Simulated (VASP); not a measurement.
Here is a VASP 6.6.1 calculation.

The input POSCAR:

```
PbSe
1.0
    0.0000000000      3.0606500000      3.0606500000
    3.0606500000      0.0000000000      3.0606500000
    3.0606500000      3.0606500000      0.0000000000
Pb Se
1 1
Direct
    0.0000000000      0.0000000000      0.0000000000
    0.5000000000      0.5000000000      0.5000000000
```

The input INCAR.step1:

```
ALGO = Normal
EDIFF = 1E-5
ENCUT = 600
GGA = PE
ISMEAR = -1
LASPH = T
LCHARG = F
LREAL = F
LWAVE = T
NELM = 60
PREC = Accurate
SIGMA = 0.05
```

File INCAR.step2:

```
ALGO = Normal
EDIFF = 1E-7
EDIFFG = -0.01
ENCUT = 600
GGA = PE
HFSCREEN = 0.2
IBRION = 2
ISIF = 3
ISMEAR = -1
ISTART = 1
LASPH = T
LCHARG = F
LHFCALC = T
LREAL = F
LWAVE = F
NELM = 60
NSW = 60
PREC = Accurate
PRECFOCK = Fast
SIGMA = 0.05
```

The input KPOINTS:

```
k-points
0
Gamma
  4 4 4
```

Potentials or basis: VASP PAW PBE potentials, release 64 (Pb_d, Se).

Command:

```sh
$ cat potpaw_PBE.64/Pb_d/POTCAR potpaw_PBE.64/Se/POTCAR > POTCAR
$ cp INCAR.step1 INCAR
$ mpirun -np 1 vasp_std > vasp.out
$ cp INCAR.step2 INCAR
$ mpirun -np 1 vasp_std > vasp.out
```

(1) Estimate the band gap on the k mesh.

(2) Predict the space group after relaxing (to 0.05 Å).

(3) Predict the relaxed volume.

(4) Estimate the relaxed cell.

## Answers

(1) 0.81 eV, direct.

(2) Fm-3m (No. 225).

(3) 29.37 Å³/atom.

(4) a = 4.363 Å, b = 4.363 Å, c = 4.363 Å, α = 60.00°, β = 60.00°, γ = 60.00°.

Caveat: the k mesh is coarse (spacing up to 0.44 Å⁻¹), so the values aren't converged, least of all with exact exchange; the PAW data sets were made with another functional, which shifts forces and pressure a little; spin-orbit coupling is left out, which as a rule narrows the gap of such compounds by several tenths of an eV.
